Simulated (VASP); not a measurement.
## Cutoff convergence: KBr

System: KBr (rock salt type, first atom moved by 0.06 Å along [111]), 2 atoms in the cell.

```
CELL_PARAMETERS angstrom
0.00000 3.35000 3.35000
3.35000 0.00000 3.35000
3.35000 3.35000 0.00000
ATOMIC_POSITIONS crystal
K 0.00517 0.00517 0.00517
Br 0.50000 0.50000 0.50000
```

The calculation used HSE06, plane waves, standard recommended PAW potentials (VASP).

Orbitals from an earlier step on the same cell; potentials K_sv Br; PREC = Normal; HFSCREEN = 0.208; HFRCUT = 0; PRECFOCK = Fast; k-mesh 4×4×4 Γ-centred; Fermi–Dirac smearing of 0.05 eV; no spin polarisation.

At 337 eV the pressure at a fixed basis is -0.25 GPa. Another run of the series gave -0.31 GPa at a fixed basis and an energy +0.5 meV/atom from the top run.

Q: Which cutoff did it use?
A. 259 eV
B. 233 eV
C. 298 eV

A: C. The series:

| cutoff (eV) | E − E(top) (meV/atom) | pressure at fixed basis (GPa) | rms force change (meV/Å) |
| --- | --- | --- | --- |
| 233 | 1.5 | -0.44 | 0.5 |
| 259 | 1.8 | -0.34 | 0.3 |
| 298 | 0.5 | -0.31 | 0.2 |
| 337 | 0.0 | -0.25 | 0.0 |

Potentials made with PBE were used with another functional.
